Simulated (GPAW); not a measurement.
# AlN (P6_3mc) in GPAW: single point with RPBE+D4

Aim: the single point of AlN with RPBE+D4.

Everything below comes from runs of GPAW 26.7.0. Logs are shortened: lines on timing, memory, paths and dates and some standing lists are left out, and cuts for length are marked. The log counts tension as positive stress, the text compression.

**What was measured.**

From “Structural and optical properties of self-assembled AlN nanowires grown on SiO2/Si substrates by molecular beam epitaxy”, 2024, arxiv:2402.00216, for a bulk crystal of AlN at 0 K: band gap 6.0343 eV (an exciton energy, a little under the gap).

How close the calculation comes is told below.

### 1 The crystal as given

Symmetry: P6_3mc, No. 186, hexagonal system. Conventional cell: a = 3.113 Å, b = 3.113 Å, c = 4.981 Å, α = 90.00°, β = 90.00°, γ = 120.00°. Around Al (site symmetry 3m) lie 4 N at 1.89 Å. N (site symmetry 3m) has 4 Al at 1.89 Å as nearest neighbours.

### 2 Single point, RPBE+D4

run.py

```python
from ase.calculators.mixing import SumCalculator
from ase.dft.bandgap import bandgap
from ase.io import read, write
from ase.units import GPa
from dftd4.ase import DFTD4
from gpaw import GPAW, PW

atoms = read('AlN.xyz')

calc = GPAW(mode=PW(800),
            xc='RPBE',
            kpts={'size': (10, 10, 6), 'gamma': True},
            occupations={'name': 'methfessel-paxton', 'order': 0, 'width': 0.05},
            nbands=18,
            convergence={'density': 1e-05, 'energy': 1e-05},
            maxiter=150,
            txt='gpaw.txt')
atoms.calc = SumCalculator([calc, DFTD4(method='rpbe')])
energy = atoms.get_potential_energy()
forces = atoms.get_forces()
stress = atoms.get_stress()
calc.write('gs.gpw')
write('result.traj', atoms)
print(f'Energy: {energy:.6f} eV')
print('Forces (eV/A):')
print(forces.round(4))
print('Stress (GPa):', (stress / GPa).round(3))
print('Fermi level:', round(calc.get_fermi_level(), 4), 'eV')
print(f'Gap: {bandgap(calc)[0]:.4f} eV, direct: {bandgap(calc, direct=True)[0]:.4f} eV')
```

AlN.xyz

```xyz
4
Lattice="3.1130000000 0.0000000000 0.0000000000 -1.5565000000 2.6959370820 0.0000000000 0.0000000000 0.0000000000 4.9810000000" Properties=species:S:1:pos:R:3 pbc="T T T"
Al     1.5565000002      0.8986456939      2.4905000000
Al    -0.0000000002      1.7972913881      0.0000000000
N      1.5565000002      0.8986456939      4.3832800000
N     -0.0000000002      1.7972913881      1.8927800000
```

Potentials or basis: the program's PAW data sets (release 1.2.1) made for this functional, pw.

Run with:

```
> OMP_NUM_THREADS=1 python run.py
```

gpaw.txt:

```text
__  _  _
 | _ |_)|_||  |
 |__||  | ||/\| - 26.7.0

Input parameters:
  mode=PW(ecut=800.0),
  convergence={'density': 1e-05, 'energy': 1e-05},
  kpts=MonkhorstPack(size=(10, 10, 6), gamma=True),
  maxiter=150,
  nbands=18,
  occupations=Occupations(name='methfessel-paxton', order=0, width=0.05),
  xc=XC(name='RPBE')

Diagonalizing LCAO Hamiltonian
Converting LCAO to pw mode

           N

           Al
        N

        Al

Atoms  # Å, Bohr magnetons
|   | symbol |         x |        y |        z |    initial magnetic moments |
|---|--------|-----------|----------|----------|-----------------------------|
| 0 |     Al |  1.556500 | 0.898646 | 2.490500 | ( 0.0000,  0.0000,  0.0000) |
| 1 |     Al | -0.000000 | 1.797291 | 0.000000 | ( 0.0000,  0.0000,  0.0000) |
| 2 |      N |  1.556500 | 0.898646 | 4.383280 | ( 0.0000,  0.0000,  0.0000) |
| 3 |      N | -0.000000 | 1.797291 | 1.892780 | ( 0.0000,  0.0000,  0.0000) |

Unit cell  # Å
| periodic |         x |        y |        z |  lengths |     angles |
|----------|-----------|----------|----------|----------|------------|
|      yes |  3.113000 | 0.000000 | 0.000000 | 3.113000 |  90.000000 |
|      yes | -1.556500 | 2.695937 | 0.000000 | 3.113000 |  90.000000 |
|      yes |  0.000000 | 0.000000 | 4.981000 | 4.981000 | 120.000000 |

Number of symmetries: 6
Symmetry operations  # r_c * U_cc + t_c -> r_c
|   | kind |            matrix            |
|---|------|------------------------------|
| 0 |  σ   |  1, 1, 0,  0,-1, 0,  0, 0, 1 |
| 1 |  E   |  1, 0, 0,  0, 1, 0,  0, 0, 1 |
| 2 |  C3  |  0, 1, 0, -1,-1, 0,  0, 0, 1 |
| 3 |  σ   |  0,-1, 0, -1, 0, 0,  0, 0, 1 |
| 4 |  σ   | -1, 0, 0,  1, 1, 0,  0, 0, 1 |
| 5 |  C3  | -1,-1, 0,  1, 0, 0,  0, 0, 1 |

BZ-sampling:
  Number of BZ points: 600
  Number of IBZ points: 72

  Monkhorst-Pack size: [10, 10, 6]
  Monkhorst-Pack shift: [0.05, 0.05, 0.08333333333333333]

K-points  # in reciprocal-cell coordinates
|     |                                coordinates |     weight |
|-----|--------------------------------------------|------------|
|   0 | (  0.00000000,   0.00000000,   0.00000000) | 0.00166667 |
|   1 | (  0.00000000,   0.00000000,   0.16666667) | 0.00333333 |
|   2 | (  0.00000000,   0.00000000,   0.33333333) | 0.00333333 |
|   3 | (  0.00000000,   0.00000000,   0.50000000) | 0.00166667 |
|   4 | (  0.10000000,   0.00000000,  -0.33333333) | 0.01000000 |
|   5 | (  0.10000000,   0.00000000,  -0.16666667) | 0.01000000 |
|   6 | (  0.10000000,   0.00000000,   0.00000000) | 0.01000000 |
|   7 | (  0.10000000,   0.00000000,   0.16666667) | 0.01000000 |
|   8 | (  0.10000000,   0.00000000,   0.33333333) | 0.01000000 |
|   9 | (  0.10000000,   0.00000000,   0.50000000) | 0.01000000 |
| ... |                                            |            |
|  71 | (  0.50000000,   0.50000000,   0.50000000) | 0.00500000 |

Plane wave coefficients: 2177
Cutoff: 800.0 eV

Spin-components: 1 (collinear spins)
Bands:           18
Projectors:      20
Spin-degeneracy: 2
Datatype:        complex128

Parallelization:
  kpt:    1
  domain: 1
  band:   1

Density:
  Valence electrons: 16.0
  Components: 1
  Grid points: [21 21 35]
  Charge: 0.0  # |e|

Potential:
  Grid points: [21 21 35]

species:
  Al:
    name:    Aluminium
    Z:       13.0
    valence: 3
    core:    10
    charge:  0.0  # [|e|]
    compensation charges:
      type: gauss
      rc: 0.34  # [Å]
      lmax: 2
    cutoffs:
      filter: 1.91  # [Å]
      core: 2.36  # [Å]
    projectors
    | kind |    occ | energy [eV] | rcut [Å] |
    |------|--------|-------------|----------|
    |   3s |  2.000 |      -7.732 |    1.085 |
    |   3p |  1.000 |      -2.717 |    1.085 |
    |    s |        |      19.479 |    1.085 |
    |    p |        |      24.495 |    1.085 |
    |    d |        |       0.000 |    1.085 |

    Using partial waves for Al as LCAO basis

  N:
    name:    Nitrogen
    Z:       7.0
    valence: 5
    core:    2
    charge:  0.0  # [|e|]
    compensation charges:
      type: gauss
      rc: 0.18  # [Å]
      lmax: 2
    cutoffs:
      filter: 1.11  # [Å]
      core: 0.96  # [Å]
    projectors
    | kind |    occ | energy [eV] | rcut [Å] |
    |------|--------|-------------|----------|
    |   2s |  2.000 |     -18.658 |    0.603 |
    |   2p |  3.000 |      -7.050 |    0.529 |
    |    s |        |       8.553 |    0.603 |
    |    p |        |      20.161 |    0.529 |
    |    d |        |       0.000 |    0.577 |

    Using partial waves for N as LCAO basis

Reference energy: -16180.553632  # eV

eigensolver:
  PPCG
  Converge bands: occupied
  niter=2

density mixing:
  MSR1-Mixer
  Pratt-step length: 0.05
  Maximum mixing coefficient: 0.75
  Old densities: 10
  SVD Regularization: 0.005
  Good broyden scale: 1.0
  Trust region scale: 1.0
  Backstep threshold: 4.0
  History deletion threshold: 6.0
  Fourier metric: weight=20.0, sigma=0.015

occupation numbers:
  Methfessel-Paxton:
    width: 0.0500  # eV
    order: 0

poisson solver:
  ecut: 6400.0  # eV

xc functional:
  name: RPBE with 2 nearest neighbor stencil

convergence criteria:
- Maximum integral of absolute [dens]ity change: 1e-05 electrons / valence electron
- Maximum [total energy] change in last 3 cyles: 1e-05 eV / valence electron
- Maximum integral of absolute [eigenst]ate change: 4e-08 eV^2 / valence electron
maximum number of iterations: 150

SCF iterations
|iter     | |      energy | eigst |  dens |
|---------|-|-------------|-------|-------|
|iter:   1| |  -32.072518 | -0.23 |       |
|iter:   2| |  -31.041523 | -2.05 | -0.55 |
|iter:   3| |  -28.093877 | -0.75 | -0.60 |
|iter:   4| |  -28.139458 | -2.82 | -1.23 |
|iter:   5| |  -28.161426 | -3.30 | -1.52 |
|iter:   6| |  -28.161567 | -4.95 | -2.73 |
|iter:   7| |  -28.161600 | -6.15 | -3.12 |
|iter:   8| |  -28.161601c| -8.14c| -4.32 |
|iter:   9| |  -28.161601c| -7.59c| -4.67 |
|iter:  10| |  -28.161601c| -8.16c| -4.95 |
|iter:  11| |  -28.161601c| -9.21c| -5.80c|

Converged in 11 steps
Energy contributions relative to reference atoms: (reference = -16180.553632)

Energy contributions:
  Kinetic:          35.890000
  Coulomb:         -30.936713
  Zero:              0.158721
  External:          0.000000
  Xc:              -33.273607
  Entropy:          -0.000000
  Spinorbit:         0.000000
  ----------------------------
  Free energy:     -28.161601
  Extrapolated:    -28.161601

dipole moment: (-0.000000, -0.000001, -6.835607)  # |e|*Ang

Fermi level: 6.609
Eigenvalues  # (at kpt = [0.000, 0.000, 0.000])
| band index |      eig [eV] | occ [0-2] |
|------------|---------------|-----------|
|          0 |        -8.955 |     2.000 |
|          1 |        -6.827 |     2.000 |
|          2 |         0.295 |     2.000 |
|          3 |         5.421 |     2.000 |
|          4 |         5.421 |     2.000 |
|          5 |         6.075 |     2.000 |
|          6 |         6.075 |     2.000 |
|          7 |         6.256 |     2.000 |
|          8 |        10.508 |     0.000 |
|          9 |        13.002 |     0.000 |
|         10 |        16.940 |     0.000 |
|         11 |        17.500 |     0.000 |
|         12 |        17.500 |     0.000 |
|         13 |        19.507 |     0.000 |
|         14 |        19.509 |     0.000 |
|         15 |        19.509 |     0.000 |
|        ... |               |           |
|         17 |        21.154 |     0.000 |

Gap: 4.252 eV
Transition (v -> c):
  (s=0, k=0, n=7, [0.00, 0.00, 0.00]) -> (s=0, k=0, n=8, [0.00, 0.00, 0.00])
No difference between direct/indirect transitions

Forces  # eV/Ang
|        x |        y |        z |
|----------|----------|----------|
|  0.00000 |  0.00000 | -0.14109 |  # Al   0
| -0.00000 |  0.00000 | -0.14111 |  # Al   1
| -0.00000 | -0.00000 |  0.14183 |  # N    2
|  0.00000 |  0.00000 |  0.14107 |  # N    3

Stress tensor  # eV/Ang^3
|         x |         y |         z |
|-----------|-----------|-----------|
| -0.049170 |  0.000000 |  0.000000 |
|  0.000000 | -0.049170 | -0.000000 |
|  0.000000 | -0.000000 | -0.058265 |

# Writing to gs.gpw (mode='')
```

It took 62 s on 1 thread of Arm Neoverse V1, shared host; peak memory 0.22 GiB.

What came out:

```yaml
Free_energy: -30.7204 eV
Pressure: -2.3 GPa
Largest_force: 0.131 eV/Å
Band_gap_on_the_k_mesh: 4.25 eV, direct
Dispersion_energy_per_atom: -0.640 eV
```

Forces on the atoms (eV/Å):
```
Al   0.000  0.000 -0.130
Al   0.000  0.000 -0.130
N    0.000  0.000  0.131
N    0.000  0.000  0.130
```

Levels at points of the mesh, in eV from the valence-band top:
| k point | band 6 | band 7 | band 8 | band 9 | band 10 | band 11 |
| --- | --- | --- | --- | --- | --- | --- |
| (0.00, 0.00, 0.00) | -0.18 | -0.18 | 0.00 | 4.25 | 6.75 | 10.68 |
| (0.00, 0.00, 0.50) | -0.52 | -0.52 | -0.52 | 6.52 | 6.52 | 10.44 |
| (0.50, 0.50, 0.00) | -2.06 | -1.76 | -0.66 | 5.86 | 5.90 | 8.28 |
| (0.50, 0.50, 0.50) | -1.44 | -1.35 | -1.35 | 5.38 | 5.38 | 9.38 |

### 3 How close it comes

Step 2. A measured gap of AlN is 6.0343 eV (an exciton energy, a little under the gap; 0 K; quoted in “Structural and optical properties of self-assembled AlN nanowires grown on SiO2/Si substrates by molecular beam epitaxy”, 2024, arxiv:2402.00216); the calculated 4.25 eV misses it by -1.78 eV. 2 values of this kind are on record (6.034 to 6.0343 eV); this one was drawn at random. The value is that of RPBE+D4 on a finite k mesh, which can miss the band edges, without temperature or zero-point motion. Semilocal functionals fall short of measured gaps as a rule.
